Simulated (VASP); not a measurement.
## VASP 6.6.1 run: Mg$_{2}$Ge

INCAR

```
LCHARG = .FALSE.
NELM = 120
NSW = 0
LWAVE = .FALSE.
NBANDS = 16
IBRION = -1
LASPH = .TRUE.
PREC = Normal
SIGMA = 0.02
ALGO = All
GGA = PE
ISMEAR = -1
ISIF = 2
EDIFF = 1E-7
ENCUT = 520
LREAL = .FALSE.
```

KPOINTS

```
KPOINTS created by Atomic Simulation Environment
0
Gamma
8 8 8
0 0 0
```

POSCAR

```
Ge Mg
 1.0000000000000000
     0.0000000000000000    3.0510025353999999    3.0510025353999999
     3.0510025353999999    0.0000000000000000    3.0510025353999999
     3.0510025353999999    3.0510025353999999    0.0000000000000000
 Ge  Mg
   1   2
Cartesian
  0.0000000000000000  0.0000000000000000  0.0000000000000000
  1.5255012676999999  1.5255012676999999  1.5255012676999999
  4.5765038030999996  4.5765038030999996  4.5765038030999996
```

The recommended PBE PAW datasets give the neutral cell 18 valence electrons.

Command

```
mpirun -np 1 vasp_std
```

OSZICAR

```
N       E                     dE             d eps       ncg     rms           ort
DAV:   1     0.909904408904E+02    0.90990E+02   -0.86295E+03   464   0.235E+03
DAV:   2     0.292404890889E+01   -0.88066E+02   -0.84432E+02   464   0.446E+02
DAV:   3    -0.827228819284E+01   -0.11196E+02   -0.11164E+02   464   0.895E+01
DAV:   4    -0.857273439480E+01   -0.30045E+00   -0.30042E+00   464   0.150E+01
DAV:   5    -0.857892924925E+01   -0.61949E-02   -0.61948E-02   464   0.240E+00
SDA:   6    -0.770724968792E+01    0.87168E+00   -0.61948E-02   464   0.118E+01   0.000E+00
CGA:   7    -0.800364659698E+01   -0.29640E+00   -0.29636E+00   464   0.443E+00   0.186E-02
CGA:   8    -0.807360643651E+01   -0.69960E-01   -0.70093E-01   464   0.459E-01   0.107E-02
CGA:   9    -0.809344719774E+01   -0.19841E-01   -0.19865E-01   464   0.838E-02  -0.279E-03
CGA:  10    -0.809700808528E+01   -0.35609E-02   -0.35782E-02   464   0.115E-02  -0.798E-04
CGA:  11    -0.809741908580E+01   -0.41100E-03   -0.41273E-03   464   0.187E-03  -0.146E-04
CGA:  12    -0.809748503870E+01   -0.65953E-04   -0.66212E-04   464   0.536E-04  -0.254E-05
CGA:  13    -0.809749790859E+01   -0.12870E-04   -0.12802E-04   464   0.123E-04  -0.278E-05
CGA:  14    -0.809750171113E+01   -0.38025E-05   -0.37937E-05   464   0.191E-05   0.143E-06
CGA:  15    -0.809750243984E+01   -0.72872E-06   -0.72806E-06   464   0.423E-06   0.115E-07
CGA:  16    -0.809750259534E+01   -0.15549E-06   -0.16037E-06   464   0.134E-06  -0.552E-07
SDA:  17    -0.809750260689E+01   -0.11552E-07   -0.18645E-07   464   0.433E-07   0.531E-07
   1 F= -.80975026E+01 E0= -.80973328E+01  d E =-.339600E-03
```

Standard output (part)

```
POSCAR found type information on POSCAR GeMg
 POSCAR found :  2 types and       3 ions
 LDA part: xc-table for (Slater+PW92), standard interpolation
 POSCAR, INCAR and KPOINTS ok, starting setup
 WAVECAR not read
 entering main loop
 gam= 0.000 g(H,U,f)=  0.725E+00 0.459E+00 0.132E-07 ort(H,U,f) = 0.000E+00 0.000E+00 0.000E+00
 gam= 0.000 trial= 0.400  step=  0.5007 mean=  0.4000
 gam= 0.374 g(H,U,f)=  0.387E+00 0.562E-01 0.557E-05 ort(H,U,f) =-0.153E+00 0.155E+00 0.155E-04
 gam= 0.374 trial= 0.410  step=  0.3158 mean=  0.4101
 gam= 0.104 g(H,U,f)=  0.313E-01 0.146E-01 0.528E-04 ort(H,U,f) =-0.585E-01 0.593E-01 0.222E-03
 gam= 0.104 trial= 0.401  step=  0.8627 mean=  0.4006
 gam= 0.182 g(H,U,f)=  0.760E-02 0.730E-03 0.500E-04 ort(H,U,f) =-0.498E-02 0.437E-02 0.338E-03
 gam= 0.182 trial= 0.447  step=  0.8597 mean=  0.4468
 gam= 0.137 g(H,U,f)=  0.113E-02 0.236E-04 0.865E-07 ort(H,U,f) =-0.472E-04-0.267E-04-0.588E-05
 gam= 0.137 trial= 0.488  step=  0.7251 mean=  0.4881
 gam= 0.163 g(H,U,f)=  0.183E-03 0.425E-05 0.194E-06 ort(H,U,f) =-0.119E-04-0.160E-05-0.109E-05
 gam= 0.163 trial= 0.512  step=  0.7157 mean=  0.5118
 gam= 0.286 g(H,U,f)=  0.504E-04 0.309E-05 0.131E-06 ort(H,U,f) =-0.590E-05 0.334E-05 0.133E-07
 gam= 0.286 trial= 0.532  step=  0.4839 mean=  0.5322
 gam= 0.229 g(H,U,f)=  0.122E-04 0.978E-07 0.589E-08 ort(H,U,f) =-0.316E-05 0.345E-06 0.286E-07
 gam= 0.229 trial= 0.527  step=  0.6517 mean=  0.5274
...
```

From OUTCAR

```
k-points           NKPTS =     29   k-points in BZ     NKDIM =     29   number of bands    NBANDS=     16

   NELECT =      18.0000    total number of electrons

   dimension x,y,z NGX =    24 NGY =   24 NGZ =   24
   dimension x,y,z NGXF=    48 NGYF=   48 NGZF=   48

  energy-cutoff  :      520.00
  volume of cell :       56.80
      direct lattice vectors                 reciprocal lattice vectors
     0.000000000  3.051002535  3.051002535    -0.163880559  0.163880559  0.163880559
     3.051002535  0.000000000  3.051002535     0.163880559 -0.163880559  0.163880559
     3.051002535  3.051002535  0.000000000     0.163880559  0.163880559 -0.163880559

 k-points in reciprocal lattice and weights: KPOINTS created by Atomic Simulation Env
   0.00000000  0.00000000  0.00000000       0.002
   0.12500000  0.00000000  0.00000000       0.016
   0.25000000  0.00000000  0.00000000       0.016
   0.37500000  0.00000000  0.00000000       0.016
   0.50000000  0.00000000  0.00000000       0.008
   0.12500000  0.12500000  0.00000000       0.012
   0.25000000  0.12500000  0.00000000       0.047
   0.37500000  0.12500000  0.00000000       0.047
   ...

 E-fermi :   4.3968

 k-point     1 :       0.0000    0.0000    0.0000
  band No.  band energies     occupation
      1     -19.2631      2.00000
      2     -19.2631      2.00000
      3     -19.2631      2.00000
      4     -19.2378      2.00000
      5     -19.2378      2.00000
      6      -5.9720      2.00000
      7       4.3911      1.13871
      8       4.3911      1.13849
      9       4.3911      1.13848
     10       6.2294      0.00000
     11       7.5272      0.00000
     12       7.5272      0.00000
     13       7.5272      0.00000
     14      10.7635      0.00000
     15      10.7635      0.00000
     16      11.9258      0.00000

 k-point     2 :       0.1250    0.0000    0.0000
  band No.  band energies     occupation
      1     -19.2631      2.00000
      2     -19.2628      2.00000
      3     -19.2628      2.00000
      4     -19.2378      2.00000
      5     -19.2378      2.00000
      6      -5.8221      2.00000
      7       3.0468      2.00000
      8       4.2253      1.99962
      9       4.2253      1.99962
     10       6.6748      0.00000
     11       7.8270      0.00000
     12       7.8270      0.00000
     13       8.2272      0.00000
     14       9.9580      0.00000
     15       9.9580      0.00000
     16      11.5684      0.00000

 k-point     3 :       0.2500    0.0000    0.0000
  band No.  band energies     occupation
      1     -19.2630      2.00000
      2     -19.2622      2.00000
      3     -19.2622      2.00000
      4     -19.2377      2.00000
      5     -19.2377      2.00000
      6      -5.3986      2.00000
      7       1.2160      2.00000
      8       3.9207      2.00000
      9       3.9207      2.00000
     10       6.3915      0.00000
     11       7.9253      0.00000
     12       7.9253      0.00000
     13       9.8003      0.00000
     14       9.9988      0.00000
     15       9.9988      0.00000
     16      11.0895      0.00000

 ...

  Total        3.6451632      3.6451632      3.6451632     -0.0000000      0.0000000     -0.0000000
  in kB      102.8181668    102.8181668    102.8181668     -0.0000000      0.0000000     -0.0000000
  external PRESSURE =     102.8181668 kB  Pullay stress =       0.0000000 kB

 POSITION                                       TOTAL-FORCE (eV/Angst)
 -----------------------------------------------------------------------------------
      0.00000      0.00000      0.00000        -0.000000      0.000000     -0.000000
      1.52550      1.52550      1.52550         0.000000      0.000000      0.000000
      4.57650      4.57650      4.57650        -0.000000     -0.000000     -0.000000
 -----------------------------------------------------------------------------------
    total drift:                               -0.000000      0.000000      0.000000

  FREE ENERGIE OF THE ION-ELECTRON SYSTEM (eV)
  ---------------------------------------------------
  free  energy   TOTEN  =        -8.0975026069 eV

  energy  without entropy=       -8.0971630065  energy(sigma->0) =       -8.09733281
```

It converged. Results: gap between bands v and c on the k mesh 0.01 eV; least direct gap on the k mesh 1.84 eV; pressure 10.3 GPa. Band v is the last that the valence electrons fill when counted band by band, and c is the next.

For comparison, a separate PBE run of the intended cell, on usual settings and not on those above, gives a gap of 0.01 eV on its mesh and a pressure of 10.3 GPa.

The run above took about 9.1 s on one core of a shared host (Intel Xeon 6975P-C) and held 0.17 GiB at most.
